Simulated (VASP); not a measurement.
Input of a VASP 6.6.1 run:

File INCAR:

```
SYSTEM = Nb
PREC     = Accurate       ! precision mode
ENCUT    = 520            ! plane-wave cutoff, eV
EDIFF    = 1E-6           ! SCF threshold, eV
ISMEAR   = 0              ! smearing method
SIGMA    = 0.1            ! smearing width, eV
LREAL    = .FALSE.        ! projectors in reciprocal space
LASPH    = .TRUE.         ! aspherical terms in the spheres
NELM     = 100            ! most SCF steps
ALGO     = Normal         ! electronic algorithm
ISIF     = 2              ! what is computed and relaxed
LWAVE    = .FALSE.        ! write WAVECAR
LCHARG   = .FALSE.        ! write CHGCAR
METAGGA  = R2SCAN         ! meta-GGA
LMIXTAU  = .TRUE.       
NBANDS   = 12             ! bands
```

File KPOINTS:

```
regular mesh
0
G
  18 18 18
  0 0 0
```

The input POSCAR:

```
Nb
1.0
    0.0000000000      2.0841500000      2.0841500000
    2.0841500000      0.0000000000      2.0841500000
    2.0841500000      2.0841500000      0.0000000000
Nb
1
Direct
    0.0000000000      0.0000000000      0.0000000000
```

Potentials or basis: VASP PAW PBE potentials, release 64 (Nb_sv).

Launch:

```console
$ cat potpaw_PBE.64/Nb_sv/POTCAR > POTCAR
$ mpirun -np 1 vasp_std > vasp.out
```

Task: Predict the pressure.

Result: 5.5 GPa.

Task: What does it give for the band gap on the k mesh?

Result: None (metal or under the smearing width).

Caveat: the PAW data sets were made with another functional, which shifts forces and pressure a little.
